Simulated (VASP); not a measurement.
The system is TaS2.

```
Ta S
1.0
     3.35000    0.00000    0.00000
    -1.67500    2.90119    0.00000
     0.00000    0.00000    5.86000
Ta S
1 2
Direct
  0.00000 0.00000 0.00000
  0.33333 0.66667 0.25000
  0.66667 0.33333 0.75000
```

Program: VASP 6.6.1. Alike in all runs: task single point; potentials or basis VASP PAW PBE potentials, release 64 (Ta_pv, S); spin collinear, ferromagnetic start; cell as given; k mesh 7 × 7 × 3; cutoff (eV) 520; smearing gaussian 0.05 eV.

**Question.** Order these runs on this cell by their pressure, lowest first.
A. level r2SCAN
B. level PBEsol+U; U Ta d U = 5 eV; fixed moment (μB) 3
C. level PBEsol+U; U Ta d U = 8 eV

**Answer.** A (7.9 GPa), C (14.2 GPa), B (18.1 GPa).

Caveats: the PAW data sets were made with another functional, which shifts forces and pressure a little; this functional lacks dispersion, which binds the layers, so the pressure and a relaxed spacing across them are unreliable (some runs); the moment is held away from its start (some runs); the total moment is fixed, so each spin has its own Fermi level (some runs).
